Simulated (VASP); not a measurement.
PtSe2 (Sudovikovite): single point with PBE

The system is PtSe2 (Sudovikovite).

```
Pt Se
1.0
     3.72400    0.00000    0.00000
    -1.86200    3.22508    0.00000
     0.00000    0.00000    5.06200
Pt Se
1 2
Direct
  0.00000 0.00000 0.00000
  0.66667 0.33333 0.75000
  0.33333 0.66667 0.25000
```

```json
{"Program": "VASP 6.6.1", "Task": "single point", "Functional": "PBE", "Potentials or basis": "VASP PAW PBE potentials, release 64 (Pt, Se)", "Cutoff": "520 eV", "k mesh": "8 × 8 × 5", "Occupations": "gaussian, width 0.021 eV", "Spin": "no spin polarisation", "Further INCAR settings": "ALGO = Normal; EDIFF = 1e-06; NBANDS = 18"}
```

```json
{
  "Pressure": "7.3 GPa",
  "Largest force": "0.575 eV/Å",
  "Band gap on the k mesh": "none (metal or under the smearing width)"
}
```

Forces in eV/Å, atoms in the order of the input:
```
Pt   0.000  0.000  0.000
Se   0.000  0.000 -0.575
Se   0.000  0.000  0.575
```

Stress tensor (GPa, compression positive):
```
7.90 0.00 0.00
0.00 7.90 0.00
0.00 0.00 6.16
```

Levels at points of the mesh, in eV from the Fermi level:
```tsv
k point	band 7	band 8	band 9	band 10	band 11	band 12	band 13	band 14	band 15	band 16
(0.00, 0.00, 0.00)	-4.14	-2.69	-1.16	-1.16	0.32	1.37	1.37	3.52	4.12	7.18
(0.50, 0.00, 0.00)	-3.81	-3.64	-3.63	-3.54	-3.08	0.57	2.26	4.69	5.74	7.02
```

Run time: 16 s on 1 thread of Intel(R) Xeon(R) 6975P-C (Granite Rapids) (shared host), peak memory 0.2 GiB.

Spin-orbit coupling is left out, which matters for the levels of Pt.
